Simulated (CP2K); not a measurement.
The system is BeS.

```
CELL_PARAMETERS angstrom
3.42947 0.00000 0.00000
1.71473 2.97001 0.00000
1.71473 0.99000 2.80015
ATOMIC_POSITIONS crystal
S 0.75000 0.75000 0.75000
Be 0.00000 0.00000 0.00000
```

Base run:

| Property | Result |
| --- | --- |
| Program | CP2K 2026.2 |
| Functional | PBE |
| Potentials or basis | POTENTIAL_UZH S GTH-SCAN-q6, Be GTH-SCAN-q4; DZVP-MOLOPT-SR-GTH basis |
| Density cutoff | 11565 eV |
| k mesh | 9 × 9 × 9 |
| Occupations | fermi-dirac, width 0.05 eV |
| Spin | no spin polarisation |

Its results: band gap on the k mesh 4.40 eV, indirect (least direct gap 5.89 eV); pressure 1.4 GPa.

Q: The run is repeated on the same cell with these changes: potentials or basis from POTENTIAL_UZH S GTH-SCAN-q6, Be GTH-SCAN-q4; DZVP-MOLOPT-SR-GTH basis to GTH_POTENTIALS S GTH-BLYP-q6, Be GTH-BLYP-q4; DZVP-MOLOPT-SR-GTH basis; potentials from S GTH-SCAN-q6 of POTENTIAL_UZH, Be GTH-SCAN-q4 of POTENTIAL_UZH to S GTH-BLYP-q6 of GTH_POTENTIALS, Be GTH-BLYP-q4 of GTH_POTENTIALS. What comes out?

A: Band gap on the k mesh 4.30 eV, indirect (least direct gap 5.76 eV); pressure 1.8 GPa.

Caveats: the potentials were made for another functional, which shifts forces and pressure; the basis of atomic orbitals isn't converged, which shifts pressures, moduli and gaps.

A k mesh can miss the band edges.
